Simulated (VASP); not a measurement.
# Lu (P6_3/mmc) in VASP: notebook

One crystal, Lu, is run at these levels: PBE; tasks: single point.

Everything below comes from runs of VASP 6.6.1. Logs are shortened: lines on timing, memory, paths and dates and some standing lists are left out, and cuts for length are marked.

## (1) Starting point

The structure is hexagonal, space group P6_3/mmc (No. 194). The conventional cell has a = 3.503 Å, b = 3.503 Å, c = 5.551 Å, α = 90.00°, β = 90.00°, γ = 120.00°. Around Lu (site symmetry -6m2) lie 12 Lu at 3.43 to 3.50 Å.

## (2) Single point, PBE

INCAR

```
SYSTEM = Lu
  PREC = Accurate
  ENCUT = 450
  EDIFF = 1E-6
  ISMEAR = 0
  SIGMA = 0.1
  LREAL = .False.
  LASPH = .True.
  NELM = 100
  ALGO = Normal
  ISIF = 2
  LWAVE = .False.
  LCHARG = .False.
  GGA = PE
  ADDGRID = .False.
```

KPOINTS

```
regular mesh
0
Gamma
  3 3 2
  0 0 0
```

POSCAR

```
Lu
1.0
    3.5031000000      0.0000000000      0.0000000000
   -1.7515500000      3.0337735920      0.0000000000
    0.0000000000      0.0000000000      5.5509000000
Lu
2
Direct
    0.6483880000      0.2977880000      0.7516770000
    0.3414390000      0.6668870000      0.2457360000
```

Potentials or basis: VASP PAW PBE potentials, release 64 (Lu_3), 4f in core.

Launch:

```console
$ cat potpaw_PBE.64/Lu_3/POTCAR > POTCAR
$ mpirun -np 1 vasp_std > vasp.out
```

OUTCAR:

```text
SYSTEM = Lu
   PREC = Accurate
   ENCUT = 450
   EDIFF = 1E-6
   ISMEAR = 0
   LREAL = .False.
   LASPH = .True.
   NELM = 100
   ISIF = 2
   GGA = PE

 Found     10 irreducible k-points:

 Following reciprocal coordinates:
            Coordinates               Weight
  0.000000  0.000000  0.000000      1.000000
  0.333333  0.000000  0.000000      2.000000
  0.000000  0.333333  0.000000      2.000000
 -0.333333  0.333333  0.000000      2.000000
  0.333333  0.333333  0.000000      2.000000
  0.000000  0.000000  0.500000      1.000000
   k-points           NKPTS =     10   k-points in BZ     NKDIM =     10   number of bands    NBANDS=     13
   number of dos      NEDOS =    301   number of ions     NIONS =      2
   total plane-waves  NPLWV =  23040
   dimension x,y,z NGX =    24 NGY =   24 NGZ =   40
   dimension x,y,z NGXF=    48 NGYF=   48 NGZF=   80
   ions per type =               2
   NGX,Y,Z   is equivalent  to a cutoff of  11.39, 11.39, 11.98 a.u.
   NGXF,Y,Z  is equivalent  to a cutoff of  22.78, 22.78, 23.96 a.u.
 SYSTEM =  Lu
   PREC   = accura    normal or accurate (medium, high low for compatibility)
   ISTART =      0    job   : 0-new  1-cont  2-samecut
   ICHARG =      2    charge: 1-file 2-atom 10-const
   ISPIN  =      1    spin polarized calculation?
   LNONCOLLINEAR =      F non collinear calculations
   LSORBIT =      F    spin-orbit coupling
   LASPH  =      T    aspherical Exc in radial PAW
   ENCUT  =  450.0 eV  33.07 Ry    5.75 a.u.   6.06  6.06  9.60*2*pi/ulx,y,z
   NELM   =    100;   NELMIN=  2; NELMDL= -5     # of ELM steps
   EDIFF  = 0.1E-05   stopping-criterion for ELM
   LREAL  =      F    real-space projection
   EDIFFG = 0.1E-04   stopping-criterion for IOM
   NSW    =      0    number of steps for IOM
   IBRION =     -1    ionic relax: 0-MD 1-quasi-New 2-CG
   NFREE  =      0    steps in history (QN), initial steepest desc. (CG)
   ISIF   =      2    stress and relaxation
   ISYM   =      2    0-nonsym 1-usesym 2-fastsym
   POTIM  = 0.5000    time-step for ionic-motion
   TEBEG  =    0.0;   TEEND  =   0.0 temperature during run
   PSTRESS=    0.0 pullay stress
   NELECT =      18.0000    total number of electrons
   NUPDOWN=      -1.0000    fix difference up-down
   EMIN   =  10.00;   EMAX   =-10.00  energy-range for DOS
   EFERMI =   0.00;   METHOD = LEGACY
   ISMEAR =     0;   SIGMA  =   0.10  broadening in eV -4-tet -1-fermi 0-gaus
   EFERMI_NEDOS =   21; number of points for ismear=-14 and -15
   IALGO  =     38    algorithm
   IMIX   =      4    mixing-type and parameters
     AMIX     =   0.40;   BMIX     =  1.00
     AMIX_MAG =   1.60;   BMIX_MAG =  1.00
  volume/ion in A,a.u.               =      29.50       199.05
  Fermi-wavevector in a.u.,A,eV,Ry     =   1.102130  2.082723 16.526853  1.214689
  Thomas-Fermi vector in A             =   2.238568
   LORBIT       =      0    0 simple, 1 ext, 2 COOP (PROOUT), +10 PAW based schemes
   GGA     = PE    functional components
   LHFCALC =     F    Hartree Fock is set to
   AEXX    =    0.0000 exact exchange contribution
   IVDW    =     0    specifies the selected vdW correction
   LEPSILON=     F    determine dielectric tensor
   LRPA    =     F    only Hartree local field effects (RPA)
 non-spin polarized calculation
 Gauss-broadening in eV      SIGMA  =   0.10
  energy-cutoff  :      450.00
  volume of cell :       58.99
 maximum number of plane-waves:      1302
   NGX = 13   NGY = 13   NGZ = 19

 number of electron      18.0000000 magnetization

 Free energy of the ion-electron system (eV)
  ---------------------------------------------------
  ext. energy  EPLUGINS =         0.00000000
  ---------------------------------------------------
  free energy    TOTEN  =        -8.75168181 eV

  energy without entropy =       -8.71861603  energy(sigma->0) =       -8.73514892

 E-fermi :   2.8633     XC(G=0):  -9.9069

 val. band max:        2.8546770555   @ k =   0.0000   0.3333   0.0000
 cond. band min:       2.8726234271   @ k =  -0.3333   0.3333   0.0000
 fundamental gap:      0.0179463716
 Fermi energy:         2.8632937191

 k-point     1 :       0.0000    0.0000    0.0000
  band No.  band energies     occupation
      1     -24.2463      2.00000
      2     -23.8920      2.00000
      3     -23.8691      2.00000
      4     -23.8104      2.00000
      5     -23.7995      2.00000
      6     -23.7294      2.00000
      7      -3.2487      2.00000
      8       0.3070      2.00000
      9       3.3553      0.00000
     10       4.9196      0.00000
     11       5.0235      0.00000
     12       5.2084      0.00000
     13       5.6726      0.00000

 k-point     2 :       0.3333    0.0000    0.0000
  band No.  band energies     occupation
      1     -24.1290      2.00000
      2     -24.1177      2.00000
      3     -24.0491      2.00000
      4     -23.9639      2.00000
      5     -23.8437      2.00000
      6     -23.7933      2.00000
      7      -0.9868      2.00000
      8       1.7847      2.00000
      9       2.1938      2.00000
     10       2.8792      0.82176
     11       4.5033      0.00000
     12       4.8303      0.00000
     13       4.9899      0.00000

 k-point     3 :       0.0000    0.3333    0.0000
  band No.  band energies     occupation
      1     -24.1355      2.00000
      2     -24.0915      2.00000
      3     -24.0546      2.00000
      4     -23.9529      2.00000
      5     -23.8452      2.00000
      6     -23.8202      2.00000
      7      -0.9449      2.00000
      8       1.8758      2.00000
      9       2.3765      2.00000
     10       2.8547      1.09699
     11       4.3196      0.00000
     12       4.4270      0.00000
     13       5.0734      0.00000

 k-point     4 :      -0.3333    0.3333    0.0000
  band No.  band energies     occupation
      1     -24.1307      2.00000
      2     -24.1102      2.00000
      3     -24.0513      2.00000
      4     -23.9597      2.00000
      5     -23.8446      2.00000
      6     -23.8012      2.00000
      7      -0.9743      2.00000
      8       1.8153      2.00000
      9       2.2417      2.00000
     10       2.8726      0.89503
     11       4.4470      0.00000
     12       4.7053      0.00000
     13       5.0318      0.00000

 k-point     5 :       0.3333    0.3333    0.0000
  band No.  band energies     occupation
      1     -24.1514      2.00000
      2     -24.0781      2.00000
      3     -24.0767      2.00000
      4     -23.9903      2.00000
      5     -23.9675      2.00000
      6     -23.9074      2.00000
      7       1.7860      2.00000
      8       1.8162      2.00000
      9       2.1699      2.00000
     10       2.2206      2.00000
     11       3.9366      0.00000
     12       4.1577      0.00000
     13       5.3874      0.00000

 k-point     6 :       0.0000    0.0000    0.5000
  band No.  band energies     occupation
      1     -24.0132      2.00000
      2     -23.9791      2.00000
      3     -23.8492      2.00000
      4     -23.8424      2.00000
      5     -23.8403      2.00000
      6     -23.8368      2.00000
      7      -1.6589      2.00000
      8      -1.6064      2.00000
      9       3.8118      0.00000
     10       4.0143      0.00000
     11       4.8716      0.00000
     12       4.8853      0.00000
     13       4.9511      0.00000

 [... further k-points ...]

------------------------ aborting loop because EDIFF is reached ----------------------------------------

  FORCE on cell =-STRESS in cart. coord.  units (eV):
  Direction    XX          YY          ZZ          XY          YZ          ZX
  --------------------------------------------------------------------------------------
  -------------------------------------------------------------------------------------
  Total       -0.0202106      0.2680863     -0.9252544     -0.0225270     -0.0118033      0.0010745
  in kB       -0.5488974      7.2809178    -25.1288511     -0.6118072     -0.3205635      0.0291811
  external PRESSURE =      -6.1322769 kB  Pullay stress =       0.0000000 kB

 VOLUME and BASIS-vectors are now :
 -----------------------------------------------------------------------------
  energy-cutoff  :      450.00
  volume of cell :       58.99
      direct lattice vectors                 reciprocal lattice vectors
     3.503100000  0.000000000  0.000000000     0.285461448  0.164811244  0.000000000
    -1.751550000  3.033773592  0.000000000     0.000000000  0.329622488  0.000000000
     0.000000000  0.000000000  5.550900000     0.000000000  0.000000000  0.180150967

 POSITION                                       TOTAL-FORCE (eV/Angst)
 -----------------------------------------------------------------------------------
      1.74978      0.90342      4.17248         0.031255      0.150194     -0.160067
      0.02801      2.02318      1.36406        -0.031255     -0.150194      0.160067
 -----------------------------------------------------------------------------------
    total drift:                                0.000004      0.000007     -0.000000

  FREE ENERGIE OF THE ION-ELECTRON SYSTEM (eV)
  ---------------------------------------------------
  free  energy   TOTEN  =        -8.7516818095 eV

  energy  without entropy=       -8.7186160299  energy(sigma->0) =       -8.73514892
```

Wall time 3.9 s (1 thread of Intel Xeon 6975P-C (Granite Rapids), shared host); peak memory 0.15 GiB.

The run converged, but some of its settings lie outside the range that counts as converged, so its numbers aren't taken as properties of the crystal.

Results:

| Item | Value |
| --- | --- |
| Free energy | -8.7517 eV |
| Pressure | -0.6 GPa |
| Largest force | 0.222 eV/Å |
| Band gap on the k mesh | none (metal or under the smearing width) |

Caveat: the k mesh is coarse (spacing up to 0.69 Å⁻¹), so the values aren't converged.

## (3) Single point, PBE

INCAR, as its differences from that of step 2:

```diff
@@ -2,3 +2,3 @@
   PREC = Accurate
-  ENCUT = 450
+  ENCUT = 550
   EDIFF = 1E-6
```

KPOINTS is that of step 2.

POSCAR

```
Lu
1.0
    3.5031000000      0.0000000000      0.0000000000
   -1.7515500000      3.0337735920      0.0000000000
    0.0000000000      0.0000000000      5.5509000000
Lu
2
Direct
    0.6666666667      0.3333333333      0.7500000000
    0.3333333333      0.6666666667      0.2500000000
```

Potentials or basis: VASP PAW PBE potentials, release 64 (Lu_3), 4f in core.

Launch:

```console
$ cat potpaw_PBE.64/Lu_3/POTCAR > POTCAR
$ mpirun -np 1 vasp_std > vasp.out
```

Run time: 4.2 s. Hardware: 1 thread of Intel Xeon 6975P-C (Granite Rapids), shared host; peak memory 0.16 GiB.

The run converged, but some of its settings lie outside the range that counts as converged, so its numbers aren't taken as properties of the crystal.

Results:

```
Free energy            : -8.7629 eV
Pressure               : -0.6 GPa
Band gap on the k mesh : none (metal or under the smearing width)
```

Caveat: the k mesh is coarse (spacing up to 0.69 Å⁻¹), so the values aren't converged.

## (4) Single point, PBE

INCAR is that of step 3.

KPOINTS is that of step 3.

POSCAR

```
Lu
1.0
    3.5031000000      0.0000000000      0.0000000000
   -1.7515500000      3.0337735920      0.0000000000
    0.0000000000      0.0000000000      5.5509000000
Lu
2
Direct
    0.6483880000      0.2977880000      0.7516770000
    0.3414390000      0.6668870000      0.2457360000
```

Launch:

```console
$ cat potpaw_PBE.64/Lu_3/POTCAR > POTCAR
$ mpirun -np 1 vasp_std > vasp.out
```

It took 5.8 s on 1 thread of Intel Xeon 6975P-C (Granite Rapids), shared host; peak memory 0.17 GiB.

The run converged, but some of its settings lie outside the range that counts as converged, so its numbers aren't taken as properties of the crystal.

Results:

| Item | Value |
| --- | --- |
| Free energy | -8.7518 eV |
| Pressure | -0.6 GPa |
| Largest force | 0.222 eV/Å |
| Band gap on the k mesh | none (metal or under the smearing width) |

Caveat: the k mesh is coarse (spacing up to 0.69 Å⁻¹), so the values aren't converged.

## (5) Single point, PBE

INCAR, as its differences from that of step 4:

```diff
@@ -2,3 +2,3 @@
   PREC = Accurate
-  ENCUT = 550
+  ENCUT = 700
   EDIFF = 1E-6
```

KPOINTS is that of step 4.

POSCAR

```
Lu
1.0
    3.5031000000      0.0000000000      0.0000000000
   -1.7515500000      3.0337735920      0.0000000000
    0.0000000000      0.0000000000      5.5509000000
Lu
2
Direct
    0.6666666667      0.3333333333      0.7500000000
    0.3333333333      0.6666666667      0.2500000000
```

Launch:

```console
$ cat potpaw_PBE.64/Lu_3/POTCAR > POTCAR
$ mpirun -np 1 vasp_std > vasp.out
```

It took 5.3 s on 1 thread of Intel Xeon 6975P-C (Granite Rapids), shared host; peak memory 0.19 GiB.

The run converged, but some of its settings lie outside the range that counts as converged, so its numbers aren't taken as properties of the crystal.

Results:

| Property | Result |
| --- | --- |
| Free energy | -8.7628 eV |
| Pressure | -0.5 GPa |
| Band gap on the k mesh | none (metal or under the smearing width) |

Caveat: the k mesh is coarse (spacing up to 0.69 Å⁻¹), so the values aren't converged.

## (6) Single point, PBE

INCAR is that of step 5.

KPOINTS is that of step 5.

POSCAR

```
Lu
1.0
    3.5031000000      0.0000000000      0.0000000000
   -1.7515500000      3.0337735920      0.0000000000
    0.0000000000      0.0000000000      5.5509000000
Lu
2
Direct
    0.6483880000      0.2977880000      0.7516770000
    0.3414390000      0.6668870000      0.2457360000
```

Potentials or basis: VASP PAW PBE potentials, release 64 (Lu_3), 4f in core.

Launch:

```console
$ cat potpaw_PBE.64/Lu_3/POTCAR > POTCAR
$ mpirun -np 1 vasp_std > vasp.out
```

It took 7.1 s on 1 thread of Intel Xeon 6975P-C (Granite Rapids), shared host; peak memory 0.19 GiB.

These settings aren't checked as converged: the numbers below hold their error.

Results:

```yaml
Free_energy: -8.7518 eV
Pressure: -0.6 GPa
Largest_force: 0.222 eV/Å
Band_gap_on_the_k_mesh: none (metal or under the smearing width)
```

Caveat: the k mesh is coarse (spacing up to 0.69 Å⁻¹), so the values aren't converged.

## (7) The reference run

An earlier run on the cell as given: functional PBE; potentials or basis VASP PAW PBE potentials, release 64 (Lu); cutoff 520 eV; k mesh 9 × 9 × 5; occupations fermi-dirac, width 0.05 eV; no spin polarisation.

* Pressure: -0.4 GPa
* Band gap on the k mesh: none (metal or under the smearing width)
